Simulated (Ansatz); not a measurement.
MoS2:

```
CELL_PARAMETERS angstrom
3.22746 0.00000 0.00000
-1.61373 2.79507 0.00000
0.00000 0.00000 6.31247
ATOMIC_POSITIONS crystal
Mo 0.00000 0.00000 0.50000
S 0.66667 0.33333 0.74468
S 0.33333 0.66667 0.25532
```

Measurements of this composition are mostly on another form, of space group No. 194.

Base run:

| Quantity | Value |
| --- | --- |
| Program | Ansatz 0.2.0 |
| Functional | PBE |
| Potentials or basis | Ansatz PAW |
| Cutoff | 420 eV (not typed: the program's choice for these potentials) |
| k mesh | 9 × 9 × 4 |
| Occupations | fermi-dirac, width 0.05 eV |
| Spin | no spin polarisation |
| Hubbard terms | Mo d U = 5 eV |

Its results: band gap on the k mesh none (metal or under the smearing width); pressure 1.0 GPa; largest force 0.246 eV/Å.

Question: The run is repeated on the same cell with these changes: functional from PBE to LDA. What comes out?

Answer: Band gap on the k mesh none (metal or under the smearing width); pressure -6.1 GPa; largest force 0.197 eV/Å.

LDA binds more tightly than PBE, so the same cell stands under less pressure.

Caveats: U without spin polarisation on a metal has little footing; this functional lacks dispersion, which binds the layers, so the pressure and a relaxed spacing across them are unreliable (some runs); the PAW data sets come from PBE, with cores solved anew for the run's functional, which leaves a small shift of forces and pressure (some runs).
